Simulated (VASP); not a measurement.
Set up this calculation in VASP 6.6.1, as the native input.

| Property | Result |
| --- | --- |
| Task | relaxation of cell and atoms |
| Functional | RPBE |
| Potentials or basis | VASP PAW PBE potentials, release 64 (Ge_d) |
| Cutoff | 600 eV |
| k mesh | 12 × 12 × 5 |
| Occupations | gaussian, width 0.03 eV |
| Spin | no spin polarisation |
| Further INCAR settings | ALGO = Normal; EDIFF = 1e-07; IBRION = 2; EDIFFG = -0.005; NSW = 90; ISIF = 3 |

The structure of Ge lies in POSCAR:

```
Ge                                      
1.0
    4.0976762515     -0.0000000000      0.0000000000
   -2.0488381258      3.5486917304     -0.0000000000
   -0.0000000000     -0.0000000000      6.7541449753
  Ge            
     4
Direct
     0.6666666699999979    0.3333333300000021    0.0627289387682372
     0.3333333300000021    0.6666666699999979    0.5627289387682372
     0.6666666699999979    0.3333333300000021    0.4372710612317628
     0.3333333300000021    0.6666666699999979    0.9372710612317628
```

This isn't the form of Ge at room conditions, which is diamond.

One way to write it, as run:

INCAR

```
PREC = Accurate
ENCUT = 600
EDIFF = 1E-7
ISMEAR = 0
SIGMA = 0.03
LREAL = False
LASPH = True
NELM = 80
ALGO = Normal
ISIF = 3
LWAVE = False
LCHARG = False
GGA = RP
IBRION = 2
NSW = 90
EDIFFG = -0.005
```

KPOINTS

```
regular mesh
0
Gamma
  12 12 5
```

Potentials or basis: VASP PAW PBE potentials, release 64 (Ge_d).

The run is started by

```console
$ cat potpaw_PBE.64/Ge_d/POTCAR > POTCAR
$ mpirun -np 1 vasp_std > vasp.out
```

Results of the run:

| Quantity | Value |
| --- | --- |
| Pressure after relaxing | 0.0 GPa |
| Band gap on the k mesh | none (metal or under the smearing width) |

Caveat: the relaxation stopped at its first step, so nothing moved; the PAW data sets were made with another functional, which shifts forces and pressure a little.

It took 100 s on 1 thread of Intel(R) Xeon(R) 6975P-C (Granite Rapids) (shared host), peak memory 0.33 GiB.
